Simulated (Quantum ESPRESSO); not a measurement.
# KCl (Sylvite) (Fm-3m) in Quantum ESPRESSO: further runs, part 2 of 2

Quantum ESPRESSO 7.5. Earlier steps stand in the parts before.

## Step 3: Real-space fields, vdW-DF3-opt1

Contents of pw.in:

```
&CONTROL
  calculation = 'scf'
  prefix = 'pwscf'
  outdir = './tmp'
  pseudo_dir = './pseudo'
  tprnfor = .true.
  tstress = .true.
  disk_io = 'low'
/
&SYSTEM
  ibrav = 0
  nat = 2
  ntyp = 2
  ecutwfc = 74
  nbnd = 14
  input_dft = 'vdw-df3-opt1'
  occupations = 'smearing'
  smearing = 'fd'
  degauss = 0.00367493
  tot_charge = 0.1
/
&ELECTRONS
  conv_thr = 4d-10
  electron_maxstep = 120
  mixing_beta = 0.5
  diago_david_ndim = 4
/
ATOMIC_SPECIES
K     39.0983 K.upf
Cl    35.4500 Cl.upf
CELL_PARAMETERS bohr
   0.0000000000    5.9459665594    5.9459665594
   5.9459665594    0.0000000000    5.9459665594
   5.9459665594    5.9459665594    0.0000000000
ATOMIC_POSITIONS bohr
K      0.0000000000    0.0000000000    0.0000000000
Cl     5.9459665594    5.9459665594    5.9459665594
K_POINTS automatic
7 7 7 0 0 0
```

Contents of pp_density.in:

```
&INPUTPP
  prefix = 'pwscf'
  outdir = './tmp'
  filplot = 'density.dat'
  plot_num = 0
/
&PLOT
  nfile = 1
  filepp(1) = 'density.dat'
  iflag = 3
  output_format = 6
  fileout = 'density.cube'
/
```

Contents of pp_potential.in:

```
&INPUTPP
  prefix = 'pwscf'
  outdir = './tmp'
  filplot = 'potential.dat'
  plot_num = 11
/
&PLOT
  nfile = 1
  filepp(1) = 'potential.dat'
  iflag = 3
  output_format = 6
  fileout = 'potential.cube'
/
```

Contents of pp_elf.in:

```
&INPUTPP
  prefix = 'pwscf'
  outdir = './tmp'
  filplot = 'elf.dat'
  plot_num = 8
/
&PLOT
  nfile = 1
  filepp(1) = 'elf.dat'
  iflag = 3
  output_format = 6
  fileout = 'elf.cube'
/
```

Contents of pp_potential_ks.in:

```
&INPUTPP
  prefix = 'pwscf'
  outdir = './tmp'
  filplot = 'potential_ks.dat'
  plot_num = 1
/
&PLOT
  nfile = 1
  filepp(1) = 'potential_ks.dat'
  iflag = 3
  output_format = 6
  fileout = 'potential_ks.cube'
/
```

Potentials or basis: PseudoDojo 0.5 SR PBE stringent.

Launch:

```
> OMP_NUM_THREADS=1 pw.x -in pw.in > pw.out
> OMP_NUM_THREADS=1 pp.x -in pp_density.in > pp_density.out
> OMP_NUM_THREADS=1 pp.x -in pp_potential.in > pp_potential.out
> OMP_NUM_THREADS=1 pp.x -in pp_elf.in > pp_elf.out
> OMP_NUM_THREADS=1 pp.x -in pp_potential_ks.in > pp_potential_ks.out
```

pw.out:

```text
This program is part of the open-source Quantum ESPRESSO suite
     for quantum simulation of materials; please cite
         "P. Giannozzi et al., J. Phys.:Condens. Matter 21 395502 (2009);
         "P. Giannozzi et al., J. Phys.:Condens. Matter 29 465901 (2017);
         "P. Giannozzi et al., J. Chem. Phys. 152 154105 (2020);
     in publications or presentations arising from this work. More details at

     IMPORTANT: XC functional enforced from input :
     Exchange-correlation= VDW-DF3-OPT1
                           (   1   4  45   0   3   0   0)
     Any further DFT definition will be discarded
     Please, verify this is what you really want

     Message from routine setup:
     using ibrav=0 with symmetry is DISCOURAGED, use correct ibrav instead

     G-vector sticks info
     --------------------
     sticks:   dense  smooth     PW     G-vecs:    dense   smooth      PW
     Sum        1429    1429    421                36085    36085    5601

     Using Slab Decomposition

     bravais-lattice index     =            0
     lattice parameter (alat)  =       8.4089  a.u.
     unit-cell volume          =     420.4336 (a.u.)^3
     number of atoms/cell      =            2
     number of atomic types    =            2
     number of electrons       =        15.90
     number of Kohn-Sham states=           14
     kinetic-energy cutoff     =      74.0000  Ry
     charge density cutoff     =     296.0000  Ry
     scf convergence threshold =      4.0E-10
     mixing beta               =       0.5000
     number of iterations used =            8  plain     mixing
     Exchange-correlation= VDW-DF3-OPT1
                           (   1   4  45   0   3   0   0)

     celldm(1)=   8.408867  celldm(2)=   0.000000  celldm(3)=   0.000000
     celldm(4)=   0.000000  celldm(5)=   0.000000  celldm(6)=   0.000000

     crystal axes: (cart. coord. in units of alat)
               a(1) = (   0.000000   0.707107   0.707107 )
               a(2) = (   0.707107   0.000000   0.707107 )
               a(3) = (   0.707107   0.707107   0.000000 )

     reciprocal axes: (cart. coord. in units 2 pi/alat)
               b(1) = ( -0.707107  0.707107  0.707107 )
               b(2) = (  0.707107 -0.707107  0.707107 )
               b(3) = (  0.707107  0.707107 -0.707107 )

     PseudoPot. # 1 for K  read from file:
     K.upf
     Pseudo is Norm-conserving + core correction, Zval =  9.0
     Generated using ONCVPSP code by D. R. Hamann
     Using radial grid of 2222 points,  6 beta functions with:
                l(1) =   0
                l(2) =   0
                l(3) =   1
                l(4) =   1
                l(5) =   2
                l(6) =   2

     PseudoPot. # 2 for Cl read from file:
     Cl.upf
     Pseudo is Norm-conserving + core correction, Zval =  7.0
     Generated using ONCVPSP code by D. R. Hamann
     Using radial grid of 1028 points,  6 beta functions with:
                l(1) =   0
                l(2) =   0
                l(3) =   1
                l(4) =   1
                l(5) =   2
                l(6) =   2

     atomic species   valence    mass     pseudopotential
     K                 9.00    39.09830     K ( 1.00)
     Cl                7.00    35.45000     Cl( 1.00)

     48 Sym. Ops., with inversion, found

   Cartesian axes

     site n.     atom                  positions (alat units)
         1        K      tau(   1) = (   0.0000000   0.0000000   0.0000000  )
         2        Cl     tau(   2) = (   0.7071068   0.7071068   0.7071068  )

     number of k points=    20  Fermi-Dirac smearing, width (Ry)=  0.0037
                       cart. coord. in units 2pi/alat
        k(    1) = (   0.0000000   0.0000000   0.0000000), wk =   0.0058309
        k(    2) = (   0.1010153   0.1010153  -0.1010153), wk =   0.0466472
        k(    3) = (   0.2020305   0.2020305  -0.2020305), wk =   0.0466472
        k(    4) = (   0.3030458   0.3030458  -0.3030458), wk =   0.0466472
        k(    5) = (   0.2020305  -0.0000000   0.0000000), wk =   0.0349854
        k(    6) = (   0.3030458   0.1010153  -0.1010153), wk =   0.1399417
[... 12 lines left out ...]
        k(   19) = (  -0.1010153  -0.5050763   0.7071068), wk =   0.1399417
        k(   20) = (   0.0000000  -0.4040610   0.6060915), wk =   0.1399417

     Dense  grid:    36085 G-vectors     FFT dimensions: (  48,  48,  48)

     Initial potential from superposition of free atoms

     starting charge      15.9808, renormalised to      15.9000

     %%%%%%%%%%%%%%%%%%%%%%%%%%%%%%%%%%%%%%%%%%%%%%%%%%%%%%%%%%%%%%%%%%%%%%%%
     %                                                                      %
     % You are using vdW-DF, which was implemented by the Thonhauser group. %
     % Please cite the following two papers that made this development      %
     % possible and the two reviews that describe the various versions:     %
     %                                                                      %
     %   T. Thonhauser et al., PRL 115, 136402 (2015).                      %
     %   T. Thonhauser et al., PRB 76, 125112 (2007).                       %
     %   K. Berland et al., Rep. Prog. Phys. 78, 066501 (2015).             %
     %   D.C. Langreth et al., J. Phys.: Condens. Matter 21, 084203 (2009). %
     %                                                                      %
     % If you are calculating stress with vdW-DF, please also cite:         %
     %                                                                      %
     %   R. Sabatini et al., J. Phys.: Condens. Matter 24, 424209 (2012).   %
     %                                                                      %
     %%%%%%%%%%%%%%%%%%%%%%%%%%%%%%%%%%%%%%%%%%%%%%%%%%%%%%%%%%%%%%%%%%%%%%%%

     %%%%%%%%%%%%%%%%%%%%%%%%%%%%%%%%%%%%%%%%%%%%%%%%%%%%%%%%%%%%%%%%%%%%%%%%
     %                                                                      %
     %  vdW-DF NEWS:                                                        %
     %                                                                      %
     %  * vdW-DF3 is now available. DOI: 10.1021/acs.jctc.0c00471           %
     %    use with input_dft = 'vdW-DF3-opt1' or 'vdW-DF3-opt2'             %
     %                                                                      %
     %  * Unscreened and range-separated hybrid vdW-DF-cx functionals       %
     %    DOI: 10.1063/1.4986522 and 10.1088/1361-648X/ac2ad2               %
     %    use with input_dft = 'vdW-DF-cx0'    and 'vdW-DF-ahcx'            %
     %  * Unscreened and range-separated hybrid vdW-DF2-b86r functionals    %
     %    DOI: 10.1063/1.4986522 and DOI: 10.1103/PhysRevX.12.041003        %
     %    use with input_dft = 'vdW-DF2-br0' and 'vdW-DF2-ahbr'             %
     %                                                                      %
     %%%%%%%%%%%%%%%%%%%%%%%%%%%%%%%%%%%%%%%%%%%%%%%%%%%%%%%%%%%%%%%%%%%%%%%%

     Starting wfcs are    9 randomized atomic wfcs +    5 random wfcs

     Self-consistent Calculation

     iteration #  1     ecut=    74.00 Ry     beta= 0.50
     Davidson diagonalization with overlap
     ethr =  1.00E-02,  avg # of iterations =  7.1

     Threshold (ethr) on eigenvalues was too large:
     Diagonalizing with lowered threshold

     Davidson diagonalization with overlap
     ethr =  3.50E-04,  avg # of iterations =  3.0

     total energy              =     -93.21466094 Ry
     estimated scf accuracy    <       0.05410766 Ry

     iteration #  2     ecut=    74.00 Ry     beta= 0.50
     Davidson diagonalization with overlap
     ethr =  3.40E-04,  avg # of iterations =  2.6
[... 36 lines left out ...]
     total energy              =     -93.22699710 Ry
     estimated scf accuracy    <          1.3E-09 Ry

     iteration #  8     ecut=    74.00 Ry     beta= 0.50
     Davidson diagonalization with overlap
     ethr =  8.45E-12,  avg # of iterations =  2.1

     End of self-consistent calculation

          k = 0.0000 0.0000 0.0000 (  4573 PWs)   bands (ev):

   -26.2732 -11.5230  -9.7646  -9.7646  -9.7646   0.6257   0.6257   0.6257
     5.7819   9.0255   9.0255   9.0255   9.9321   9.9321

          k = 0.1010 0.1010-0.1010 (  4516 PWs)   bands (ev):

   -26.2711 -11.5536  -9.7664  -9.7664  -9.7249   0.3845   0.5609   0.5609
     6.2635   8.8781   9.2807   9.2807  10.2043  10.2043

          k = 0.2020 0.2020-0.2020 (  4531 PWs)   bands (ev):
[... 61 lines left out ...]
   -26.2595 -11.4477  -9.8799  -9.8204  -9.8204  -0.0426   0.4138   0.4138
     7.2264   8.7193  10.8194  10.8575  11.5578  12.2300

          k =-0.0000-0.6061 0.6061 (  4510 PWs)   bands (ev):

   -26.2588 -11.4571  -9.9057  -9.8168  -9.7874   0.0096   0.2776   0.3795
     7.4342   9.2998  10.2410  11.0973  11.1455  12.1813

          k = 0.4041 0.2020 0.0000 (  4525 PWs)   bands (ev):

   -26.2632 -11.5799  -9.8151  -9.7850  -9.6712  -0.1205   0.3582   0.3894
     7.9683   8.1610  10.6935  10.7196  11.0695  11.4719

          k =-0.2020-0.4041 0.6061 (  4527 PWs)   bands (ev):

   -26.2604 -11.5759  -9.8316  -9.8055  -9.6613  -0.1579   0.2370   0.2995
     8.4130   8.8099  10.4553  11.0107  11.5506  12.0350

          k =-0.1010-0.5051 0.7071 (  4516 PWs)   bands (ev):

   -26.2593 -11.4954  -9.8706  -9.8372  -9.7354  -0.0122   0.2703   0.3134
     7.7585   9.1166  10.1655  11.1290  11.3817  12.1822

          k = 0.0000-0.4041 0.6061 (  4497 PWs)   bands (ev):

   -26.2590 -11.5185  -9.8751  -9.8380  -9.6931   0.0475   0.1279   0.2650
     8.3562   9.0569  10.1371  10.5838  12.0630  12.1320

     the Fermi energy is     0.6132 ev

!    total energy              =     -93.22699710 Ry
     estimated scf accuracy    <          3.9E-11 Ry
     smearing contrib. (-TS)   =      -0.00112400 Ry
     internal energy E=F+TS    =     -93.22587310 Ry

     The total energy is F=E-TS. E is the sum of the following terms:
     one-electron contribution =     -29.47703378 Ry
     hartree contribution      =      19.70121521 Ry
     xc contribution           =     -21.78317449 Ry
     ewald contribution        =     -61.66688004 Ry

     convergence has been achieved in   8 iterations

     Forces acting on atoms (cartesian axes, Ry/au):

     atom    1 type  1   force =     0.00000000    0.00000000    0.00000000
     atom    2 type  2   force =     0.00000000    0.00000000    0.00000000

     Total force =     0.000000     Total SCF correction =     0.000000

     Computing stress (Cartesian axis) and pressure

          total   stress  (Ry/bohr**3)                   (kbar)     P=      -25.64
  -0.00017428  -0.00000000  -0.00000000          -25.64       -0.00       -0.00
  -0.00000000  -0.00017428  -0.00000000           -0.00      -25.64       -0.00
  -0.00000000  -0.00000000  -0.00017428           -0.00       -0.00      -25.64

=------------------------------------------------------------------------------=
   JOB DONE.
=------------------------------------------------------------------------------=
```

Wall time 5.4 min (1 thread of Arm Neoverse V1, shared host); peak memory 0.15 GiB.

What came out:

```
Free energy            : -1268.4179 eV
Pressure               : -2.6 GPa
Band gap on the k mesh : none (metal or under the smearing width)
```

Caveat: the cell carries a net charge on a neutralising background, which shifts energy and pressure; the potentials were made for another functional, which shifts forces and pressure.
